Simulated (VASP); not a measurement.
A calculation with VASP 6.6.1 of Re (native input, structure from a POSCAR):

Contents of INCAR:

```
  ALGO = Normal
  EDIFF = 1E-6
  ENCUT = 500
  GGA = PE
  ISIF = 2
  ISMEAR = 0
  LASPH = True
  LCHARG = True
  LELF = True
  LREAL = False
  LVHAR = True
  LWAVE = False
  NELM = 100
  PREC = Accurate
  SIGMA = 0.05
```

The input KPOINTS:

```
k-points
0
Gamma
  11 11 6
```

The input POSCAR:

```
Re
1.0
    2.7608000000      0.0000000000      0.0000000000
   -1.3804000000      2.3909229348      0.0000000000
    0.0000000000      0.0000000000      4.4582000000
Re
2
Cartesian
    1.3804000001      0.7969743115      3.3436500000
   -0.0000000001      1.5939486233      1.1145500000
```

Potentials or basis: VASP PAW PBE potentials, release 64 (Re).

The run is started by

```sh
$ cat potpaw_PBE.64/Re/POTCAR > POTCAR
$ mpirun -np 1 vasp_std > vasp.out
```

Question: Write the same calculation in another form: ASE script, structure from a CIF.

Answer: As run:

Contents of run.py:

```python
from ase.calculators.vasp import Vasp
from ase.dft.bandgap import bandgap
from ase.io import read

atoms = read('Re.cif', primitive_cell=True, subtrans_included=False)
calc = Vasp(
    directory='calc',
    xc='pbe',
    pp='PBE',
    setups='minimal',
    prec='Accurate',
    encut=500,
    ediff=1e-07,
    ismear=0,
    sigma=0.05,
    lreal=False,
    lasph=True,
    nelm=100,
    algo='Normal',
    isif=2,
    lwave=False,
    lcharg=True,
    lelf=True,
    lvhar=True,
    kpts=[11, 11, 6],
    gamma=True,
    nbands=14,
)
atoms.calc = calc

print('energy (eV):', atoms.get_potential_energy())
print('free energy (eV):', atoms.get_potential_energy(force_consistent=True))
print('forces (eV/A):')
print(atoms.get_forces())
print('stress (eV/A^3, Voigt):', atoms.get_stress())
print('Fermi level (eV):', calc.get_fermi_level())
gap, top, bottom = bandgap(calc)
print('band gap (eV):', gap, 'from (spin, k, band)', top, 'to', bottom)
```

Re.cif

```cif
data_Re
_cell_length_a 2.76080000
_cell_length_b 2.76080000
_cell_length_c 4.45820000
_cell_angle_alpha 90.00000000
_cell_angle_beta 90.00000000
_cell_angle_gamma 120.00000000
_space_group_name_H-M_alt 'P6_3/mmc'
_space_group_name_Hall '-P 6c 2c'
_space_group_IT_number 194
loop_
_space_group_symop_operation_xyz
'x,y,z'
'-x,-y,-z'
'x-y,x,z+1/2'
'-x+y,-x,-z+1/2'
'-y,x-y,z'
'y,-x+y,-z'
'-x,-y,z+1/2'
'x,y,-z+1/2'
'-x+y,-x,z'
'x-y,x,-z'
'y,-x+y,z+1/2'
'-y,x-y,-z+1/2'
'-y,-x,-z+1/2'
'y,x,z+1/2'
'-x,-x+y,-z'
'x,x-y,z'
'-x+y,y,-z+1/2'
'x-y,-y,z+1/2'
'y,x,-z'
'-y,-x,z'
'x,x-y,-z+1/2'
'-x,-x+y,z+1/2'
'x-y,-y,-z'
'-x+y,y,z'
loop_
_atom_site_label
_atom_site_type_symbol
_atom_site_symmetry_multiplicity
_atom_site_Wyckoff_symbol
_atom_site_fract_x
_atom_site_fract_y
_atom_site_fract_z
_atom_site_occupancy
Re1 Re 2 c 0.6666666667 0.3333333333 0.7500000000 1
```

Potentials or basis: VASP PAW PBE potentials, release 64 (Re).

Command:

```sh
$ python run.py
```

Both were run:

|  | native input, structure from a POSCAR | ASE script, structure from a CIF |
| --- | --- | --- |
| Pressure | 5.5 GPa | 5.5 GPa |
| Band gap on the k mesh | none (metal or under the smearing width) | none (metal or under the smearing width) |

Keys that steer only the numerical path or the files written may differ.
